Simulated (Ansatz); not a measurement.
BaTiO₃: band gap as volume per atom varies

All results are calculated (Ansatz 0.2.0). Periodic Kohn-Sham DFT of a crystal at fixed atoms; Kohn-Sham levels at symmetry points; band -1 is the highest filled and +1 the lowest empty one at that point, spin up along a +z start moment.

Cell of the first row (space group R3m, No. 160):
```
CELL_PARAMETERS angstrom
2.76990 1.59920 2.27040
-2.76990 1.59920 2.27040
0.00000 -3.19850 2.27040
ATOMIC_POSITIONS crystal
Ba 0.00000 0.00000 0.00000
Ti 0.51400 0.51400 0.51400
O 0.49160 0.49160 0.98150
O 0.49160 0.98150 0.49160
O 0.98150 0.49160 0.49160
```

Settings of every row: method all-electron LAPW; functional LDA; relativity scalar; k mesh 9x9x9; filling fermi-dirac; smearing width 0.05 eV; basis error target 1 meV/atom; nucleus gaussian.

Atom start moment: 0 on all atoms.

Limits: no spin-orbit coupling on heavy atoms; run without spin polarisation, so a magnetic state may lie lower; semilocal functionals tend to give too small a gap.

```
row  volume per atom (Å³)  band gap (eV)  smallest direct gap on path (eV)
  1                12.069          2.473                             2.755
  2                12.326              ?                                 ?
  3                12.582          2.369                             2.695
  4                12.711          2.343                             2.678
  5                12.839          2.318                             2.645
  6                12.968          2.293                             2.646
  7                13.096          2.268                             2.629
  8                13.353          2.219                             2.595
  9                 13.61          2.171                              2.56
```

Question: what band gap should row 2 give?

Worked fit of band gap. Take t = volume per atom − 13, in Å³. The shown rows have t = -0.931, -0.418, -0.289, -0.161, -0.032, 0.096, 0.353, 0.61. Least squares give band gap = 2.2866 − 0.1938 × t + 0.0069 × t² eV; a straight line predicts inner rows, each left out in turn, worse (root mean square 0.0013 against 0.00017 eV). All shown rows lie on it to the printed digit. The withheld row has t = -0.674, so the fit gives 2.2866 − 0.1938 × (-0.674) + 0.0069 × (-0.674)² = 2.420 eV.

The calculation gave 2.42 eV. The fit meets it to the printed digit.

The other values of row 2: smallest direct gap on path 2.726 eV.
